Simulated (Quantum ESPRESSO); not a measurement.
Ru:

```
Ru
1.0
     2.70580    0.00000    0.00000
    -1.35290    2.34329    0.00000
     0.00000    0.00000    4.28190
Ru
2
Direct
  0.66667 0.33333 0.75000
  0.33333 0.66667 0.25000
```

| Item | Value |
| --- | --- |
| Program | Quantum ESPRESSO 7.5 |
| Task | phonons |
| Functional | AM05 |
| Potentials or basis | PseudoDojo 0.4.1 SR PBE standard |
| Cutoff | 1143 eV |
| Density cutoff | 4572 eV |
| k mesh | 9 × 9 × 5 |
| Occupations | gaussian, width 0.136 eV |
| Spin | no spin polarisation |
| Mixing beta | 0.5 |
| Most SCF iterations | 120 |
| SCF threshold | 4e-10 Ry |

Problem. Which optical modes does the crystal have at the zone centre, and which show in infrared and Raman spectra?

Solution. The optical modes are E2g + B1g. None is infrared active. Raman active: E2g.

Optical modes at Γ, degenerate ones joined:
```
cm⁻¹  components  symmetry  active in
 187           2       E2g      Raman
 257           1       B1g     silent
```

Caveat: the mesh is thin for the phonons of a metal; the cell is more than 3 GPa from zero pressure, which shifts response properties.
